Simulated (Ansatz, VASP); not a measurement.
**One calculation of Sr, two programs**

The input INCAR:

```
  ALGO = Normal
  EDIFF = 1E-7
  ENCUT = 520
  GGA = PE
  ISIF = 2
  ISMEAR = -1
  LASPH = True
  LCHARG = False
  LREAL = False
  LWAVE = False
  NBANDS = 28
  NELM = 100
  PREC = Accurate
  SIGMA = 0.05
```

Contents of KPOINTS:

```
k-points
0
Gamma
  5 5 5
```

Contents of POSCAR:

```
Sr
1.0
   -4.1023019888      4.1023019888      3.5284649291
    4.1023019888     -4.1023019888      3.5284649291
    4.1023019888      4.1023019888     -3.5284649291
Sr
4
Direct
    0.3354504800      0.1645495200      0.5000000000
    0.6645495200      0.8354504800      0.5000000000
    0.8354504800      0.3354504800      0.1709009600
    0.1645495200      0.6645495200      0.8290990400
```

Contents of input.yaml:

```yaml
crystal:
  lattice:
    - [-4.1023019888, 4.1023019888, 3.5284649291]
    - [4.1023019888, -4.1023019888, 3.5284649291]
    - [4.1023019888, 4.1023019888, -3.5284649291]
  atoms:
    - { symbol: Sr, position: [0.33545048, 0.16454952, 0.5] }
    - { symbol: Sr, position: [0.66454952, 0.83545048, 0.5] }
    - { symbol: Sr, position: [0.83545048, 0.33545048, 0.17090096] }
    - { symbol: Sr, position: [0.16454952, 0.66454952, 0.82909904] }
hamiltonian:
  xc: pbe
  pseudopotentials: { kind: paw }
kpoints:
  mp_grid: { grid: [5, 5, 5] }
scf:
  occupations: { method: fermi_dirac, width: 0.05 }
output:
  forces: true
  stress: true
  eigenvalues: true
  write_density: true
  write_potential: true
  elf: true
  volumetric_format: npy
```

Change from the starting cell: volume scaled by 0.96.

Alike in both runs: task single point; functional PBE; k mesh 5 × 5 × 5; occupations fermi-dirac, width 0.05 eV; no spin polarisation.

|  | VASP | Ansatz |
| --- | --- | --- |
| version | VASP 6.6.1 | Ansatz 0.2.0 |
| potentials or method | VASP PAW PBE potentials, release 64 (Sr_sv) | Ansatz PAW |
| plane-wave cutoff (eV) | 520 | 420 |
| valence electrons in the cell | 40 | 40 |

```tsv
	VASP	Ansatz	Ansatz less VASP
gap on the k mesh at the Fermi level (eV)	none	none	-
pressure (GPa)	0.1	0.1	0.00
rms of the force components (eV/Å)	0.092	0.091	-0.0007
```

Atom by atom the forces differ by 0.001 eV/Å (rms over components). A gap of «none» marks a metal or a gap that the smearing closes. With one functional, cell and mesh, what is left measures potentials, basis and numerics.
